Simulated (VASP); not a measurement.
# Hg (I4/mmm) in VASP: further runs

One crystal, Hg, is run at these levels: PBEsol; tasks: single point.

Program: VASP 6.6.1. These are calculated values, not measurements. Logs are shortened: lines on timing, memory, paths and dates and some standing lists are left out, and cuts for length are marked.

### Step 1. The crystal as given

It takes space group I4/mmm (No. 139, tetragonal). Conventional cell: a = 3.753 Å, b = 3.753 Å, c = 3.834 Å, α = 90.00°, β = 90.00°, γ = 90.00°. Hg (site symmetry 4/mmm) has 12 Hg at 3.27 to 3.75 Å as nearest neighbours.

### Step 2. Single point, PBEsol

INCAR

```
PREC     = Accurate       # precision mode
ENCUT    = 500            # plane-wave cutoff, eV
EDIFF    = 1E-7           # SCF threshold, eV
ISMEAR   = 0              # smearing method
SIGMA    = 0.1            # smearing width, eV
LREAL    = False          # projectors in reciprocal space
LASPH    = True           # aspherical terms in the spheres
NELM     = 100            # most SCF steps
ALGO     = Normal         # electronic algorithm
ISIF     = 2              # what is computed and relaxed
LWAVE    = False          # write WAVECAR
LCHARG   = False          # write CHGCAR
GGA      = PS             # functional
NBANDS   = 12             # bands
```

KPOINTS

```
Automatic mesh
0
Gamma
  10 10 10
```

POSCAR

```
Hg
1.0
   -1.8767364354      1.8767364354      1.9168448550
    1.8767364354     -1.8767364354      1.9168448550
    1.8767364354      1.8767364354     -1.9168448550
Hg
1
Direct
    0.5000000000      0.5000000000      0.0000000000
```

Potentials or basis: VASP PAW PBE potentials, release 64 (Hg).

Launch:

```bash
$ cat potpaw_PBE.64/Hg/POTCAR > POTCAR
$ mpirun -np 1 vasp_std > vasp.out
```

OUTCAR:

```text
PREC = Accurate
   ENCUT = 500
   EDIFF = 1E-7
   ISMEAR = 0
   LREAL = False
   LASPH = True
   NELM = 100
   ISIF = 2
   GGA = PS

 ion  position               nearest neighbor table
   1  0.500  0.500  0.000-

  LATTYP: Found a body centered tetragonal cell.
 ALAT       =     3.7534728708
 C/A-ratio  =     1.0213713651

  Lattice vectors:

 A1 = (  -1.8767364354,   1.8767364354,   1.9168448550)
 A2 = (   1.8767364354,  -1.8767364354,   1.9168448550)
 A3 = (   1.8767364354,   1.8767364354,  -1.9168448550)

Analysis of symmetry for initial positions (statically):
=====================================================================
 Subroutine PRICEL returns:
 Original cell was already a primitive cell.

 Routine SETGRP: Setting up the symmetry group for a
 body centered tetragonal supercell.

 Subroutine GETGRP returns: Found 16 space group operations
 (whereof 16 operations were pure point group operations)
 out of a pool of 16 trial point group operations.

The static configuration has the point symmetry D_4h.

Analysis of symmetry for dynamics (positions and initial velocities):
=====================================================================
 Subroutine PRICEL returns:
 Original cell was already a primitive cell.

 Routine SETGRP: Setting up the symmetry group for a
 body centered tetragonal supercell.

 Subroutine GETGRP returns: Found 16 space group operations
 (whereof 16 operations were pure point group operations)
 out of a pool of 16 trial point group operations.

The dynamic configuration has the point symmetry D_4h.

 Subroutine INISYM returns: Found 16 space group operations
 (whereof 16 operations are pure point group operations),
 and found     1 'primitive' translations

----------------------------------------------------------------------------------------

                                     Primitive cell

  volume of cell :      27.0056

  direct lattice vectors                    reciprocal lattice vectors
    -1.876736435  1.876736435  1.916844855     0.000000000  0.266419935  0.260845315
     1.876736435 -1.876736435  1.916844855     0.266419935  0.000000000  0.260845315
     1.876736435  1.876736435 -1.916844855     0.266419935  0.266419935  0.000000000

  length of vectors
     3.273923257  3.273923257  3.273923257     0.372853672  0.372853672  0.376774686

  position of ions in fractional coordinates (direct lattice)
     0.500000000  0.500000000  0.000000000

  ion indices of the primitive-cell ions
   primitive index   ion index
                 1           1

----------------------------------------------------------------------------------------

 KPOINTS: Automatic mesh

Automatic generation of k-mesh.
 Grid dimensions read from file:
 generate k-points for:   10   10   10

 Generating k-lattice:

  Cartesian coordinates                     Fractional coordinates (reciprocal lattice)
     0.000000000  0.026641994  0.026084531     0.100000000 -0.000000000  0.000000000
     0.026641994  0.000000000  0.026084531    -0.000000000  0.100000000  0.000000000
     0.026641994  0.026641994  0.000000000     0.000000000  0.000000000  0.100000000

  Length of vectors
     0.037285367  0.037285367  0.037677469

  Shift w.r.t. Gamma in fractional coordinates (k-lattice)
     0.000000000  0.000000000  0.000000000

 Subroutine IBZKPT returns following result:
 ===========================================

 Found    102 irreducible k-points:

 Following reciprocal coordinates:
            Coordinates               Weight
  0.000000  0.000000  0.000000      1.000000
  0.100000  0.000000  0.000000      8.000000
  0.200000  0.000000  0.000000      8.000000
  0.300000  0.000000 -0.000000      8.000000
  0.400000  0.000000  0.000000      8.000000
  0.500000  0.000000  0.000000      4.000000
[... 16 lines left out ...]
  0.300000  0.300000 -0.000000      8.000000
  0.400000  0.300000  0.000000     16.000000
 [... further k-points ...]
   k-points           NKPTS =    102   k-points in BZ     NKDIM =    102   number of bands    NBANDS=     12
   number of dos      NEDOS =    301   number of ions     NIONS =      1
   total plane-waves  NPLWV =  13824
   dimension x,y,z NGX =    24 NGY =   24 NGZ =   24
   dimension x,y,z NGXF=    48 NGYF=   48 NGZF=   48
   ions per type =               1
   NGX,Y,Z   is equivalent  to a cutoff of  12.19, 12.19, 12.19 a.u.
   NGXF,Y,Z  is equivalent  to a cutoff of  24.37, 24.37, 24.37 a.u.
 SYSTEM =  unknown system
   PREC   = accura    normal or accurate (medium, high low for compatibility)
   ISTART =      0    job   : 0-new  1-cont  2-samecut
   ICHARG =      2    charge: 1-file 2-atom 10-const
   ISPIN  =      1    spin polarized calculation?
   LNONCOLLINEAR =      F non collinear calculations
   LSORBIT =      F    spin-orbit coupling
   LASPH  =      T    aspherical Exc in radial PAW
   ENCUT  =  500.0 eV  36.75 Ry    6.06 a.u.   5.97  5.97  5.97*2*pi/ulx,y,z
   NELM   =    100;   NELMIN=  2; NELMDL= -5     # of ELM steps
   EDIFF  = 0.1E-06   stopping-criterion for ELM
   LREAL  =      F    real-space projection
   EDIFFG = 0.1E-05   stopping-criterion for IOM
   NSW    =      0    number of steps for IOM
   IBRION =     -1    ionic relax: 0-MD 1-quasi-New 2-CG
   NFREE  =      0    steps in history (QN), initial steepest desc. (CG)
   ISIF   =      2    stress and relaxation
   ISYM   =      2    0-nonsym 1-usesym 2-fastsym
   POTIM  = 0.5000    time-step for ionic-motion
   TEBEG  =    0.0;   TEEND  =   0.0 temperature during run
   PSTRESS=    0.0 pullay stress
   NELECT =      12.0000    total number of electrons
   NUPDOWN=      -1.0000    fix difference up-down
   EMIN   =  10.00;   EMAX   =-10.00  energy-range for DOS
   EFERMI =   0.00;   METHOD = LEGACY
   ISMEAR =     0;   SIGMA  =   0.10  broadening in eV -4-tet -1-fermi 0-gaus
   EFERMI_NEDOS =   21; number of points for ismear=-14 and -15
   IALGO  =     38    algorithm
   IMIX   =      4    mixing-type and parameters
     AMIX     =   0.40;   BMIX     =  1.00
     AMIX_MAG =   1.60;   BMIX_MAG =  1.00
  volume/ion in A,a.u.               =      27.01       182.24
  Fermi-wavevector in a.u.,A,eV,Ry     =   1.249254  2.360748 21.233735  1.560635
  Thomas-Fermi vector in A             =   2.383303
   LORBIT       =      0    0 simple, 1 ext, 2 COOP (PROOUT), +10 PAW based schemes
   GGA     = PS    functional components
   LHFCALC =     F    Hartree Fock is set to
   AEXX    =    0.0000 exact exchange contribution
   IVDW    =     0    specifies the selected vdW correction
   LEPSILON=     F    determine dielectric tensor
   LRPA    =     F    only Hartree local field effects (RPA)
 non-spin polarized calculation
 Gauss-broadening in eV      SIGMA  =   0.10
  energy-cutoff  :      500.00
  volume of cell :       27.01
 maximum number of plane-waves:       697
   NGX = 11   NGY = 11   NGZ = 11

 number of electron      11.9999998 magnetization

 Free energy of the ion-electron system (eV)
  ---------------------------------------------------
  ext. energy  EPLUGINS =         0.00000000
  ---------------------------------------------------
  free energy    TOTEN  =        -0.52741755 eV

  energy without entropy =       -0.52574298  energy(sigma->0) =       -0.52658026

 E-fermi :   1.4834     XC(G=0): -10.3207

 val. band max:        1.4027027927   @ k =  -0.4000   0.4000   0.4000
 cond. band min:       1.4869869304   @ k =  -0.4000   0.5000   0.3000
 fundamental gap:      0.0842841378
 Fermi energy:         1.4833989337

 k-point     1 :       0.0000    0.0000    0.0000
  band No.  band energies     occupation
      1      -6.4893      2.00000
      2      -5.1076      2.00000
      3      -5.1076      2.00000
      4      -5.0617      2.00000
      5      -4.4239      2.00000
      6      -4.3750      2.00000
      7      15.9335      0.00000
      8      16.0255      0.00000
      9      16.0255      0.00000
     10      16.0490      0.00000
     11      16.4707      0.00000
     12      16.4707      0.00000

 k-point     2 :       0.1000    0.0000    0.0000
  band No.  band energies     occupation
      1      -6.2544      2.00000
      2      -5.1212      2.00000
      3      -5.0859      2.00000
      4      -4.9822      2.00000
      5      -4.4515      2.00000
      6      -4.3824      2.00000
      7      13.5002      0.00000
      8      15.1568      0.00000
      9      15.2291      0.00000
     10      15.9871      0.00000
     11      16.3108      0.00000
     12      16.3680      0.00000

 k-point     3 :       0.2000    0.0000    0.0000
  band No.  band energies     occupation
      1      -5.7265      2.00000
      2      -5.2050      2.00000
      3      -4.8727      2.00000
      4      -4.7133      2.00000
      5      -4.5029      2.00000
      6      -4.3859      2.00000
      7       9.8059      0.00000
      8      13.5392      0.00000
      9      13.6603      0.00000
     10      15.5205      0.00000
     11      16.1896      0.00000
     12      17.2313      0.00000

 k-point     4 :       0.3000    0.0000   -0.0000
  band No.  band energies     occupation
      1      -5.5874      2.00000
      2      -5.3093      2.00000
      3      -4.5141      2.00000
      4      -4.3823      2.00000
      5      -4.3513      2.00000
      6      -3.8094      2.00000
      7       6.2799      0.00000
      8      11.9310      0.00000
      9      12.4120      0.00000
     10      15.2285      0.00000
     11      16.0937      0.00000
     12      18.6043      0.00000

 k-point     5 :       0.4000    0.0000    0.0000
  band No.  band energies     occupation
      1      -5.6710      2.00000
      2      -5.3923      2.00000
      3      -4.4903      2.00000
      4      -4.3739      2.00000
      5      -4.0320      2.00000
      6      -2.0264      2.00000
      7       3.1044      0.00000
      8      10.8048      0.00000
      9      11.6150      0.00000
     10      15.1046      0.00000
     11      16.0337      0.00000
     12      20.1660      0.00000
[... 228 lines left out ...]
      1      -5.4724      2.00000
      2      -5.2457      2.00000
      3      -4.8331      2.00000
      4      -4.5102      2.00000
      5      -4.3845      2.00000
      6      -4.0502      2.00000
      7       8.1828      0.00000
      8      10.7766      0.00000
      9      12.4503      0.00000
     10      15.7658      0.00000
     11      17.3448      0.00000
     12      17.7110      0.00000

 k-point    22 :      -0.2000    0.2000    0.0000
  band No.  band energies     occupation
      1      -5.7037      2.00000
      2      -5.2378      2.00000
      3      -4.8464      2.00000
      4      -4.7276      2.00000
      5      -4.4610      2.00000
      6      -4.4030      2.00000
      7      10.0648      0.00000
      8      13.2718      0.00000
      9      13.4094      0.00000
     10      15.2084      0.00000
     11      15.8956      0.00000
     12      17.6813      0.00000

 k-point    23 :       0.3000    0.3000   -0.0000
  band No.  band energies     occupation
      1      -5.4588      2.00000
      2      -5.0153      2.00000
      3      -4.7864      2.00000
      4      -4.3854      2.00000
      5      -4.2993      2.00000
      6       0.1839      2.00000
      7       3.1713      0.00000
      8       4.6368      0.00000
      9      10.8036      0.00000
     10      17.7047      0.00000
     11      18.2537      0.00000
     12      19.3891      0.00000

 k-point    24 :       0.4000    0.3000    0.0000
  band No.  band energies     occupation
      1      -5.4702      2.00000
      2      -5.0243      2.00000
      3      -4.7739      2.00000
      4      -4.4018      2.00000
      5      -4.2640      2.00000
      6       0.2776      2.00000
      7       3.0862      0.00000
      8       4.6252      0.00000
      9      10.7225      0.00000
     10      17.2999      0.00000
     11      18.1941      0.00000
     12      20.0147      0.00000

 [... further k-points ...]

------------------------ aborting loop because EDIFF is reached ----------------------------------------

  FORCE on cell =-STRESS in cart. coord.  units (eV):
  Direction    XX          YY          ZZ          XY          YZ          ZX
  --------------------------------------------------------------------------------------
  -------------------------------------------------------------------------------------
  Total       -0.3910449     -0.3910449     -0.3441597      0.0000000     -0.0000000      0.0000000
  in kB      -23.1997683    -23.1997683    -20.4181803      0.0000000     -0.0000000      0.0000000
  external PRESSURE =     -22.2725723 kB  Pullay stress =       0.0000000 kB

 VOLUME and BASIS-vectors are now :
 -----------------------------------------------------------------------------
  energy-cutoff  :      500.00
  volume of cell :       27.01
      direct lattice vectors                 reciprocal lattice vectors
    -1.876736435  1.876736435  1.916844855     0.000000000  0.266419935  0.260845315
     1.876736435 -1.876736435  1.916844855     0.266419935  0.000000000  0.260845315
     1.876736435  1.876736435 -1.916844855     0.266419935  0.266419935  0.000000000

 POSITION                                       TOTAL-FORCE (eV/Angst)
 -----------------------------------------------------------------------------------
      0.00000      0.00000      1.91684        -0.000000      0.000000      0.000000
 -----------------------------------------------------------------------------------
    total drift:                               -0.000000      0.000000      0.000000

  FREE ENERGIE OF THE ION-ELECTRON SYSTEM (eV)
  ---------------------------------------------------
  free  energy   TOTEN  =        -0.5274175476 eV

  energy  without entropy=       -0.5257429779  energy(sigma->0) =       -0.52658026
```

It took 14 s on 1 thread of Intel Xeon Platinum 8375C at 2.90GHz (Ice Lake), shared host; peak memory 0.15 GiB.

What came out:

```yaml
Free_energy: -0.5274 eV
Pressure: -2.2 GPa
Band_gap_on_the_k_mesh: none (metal or under the smearing width)
```

Caveat: the PAW data sets were made with another functional, which shifts forces and pressure a little.

(Continued in part 2 of 2.)
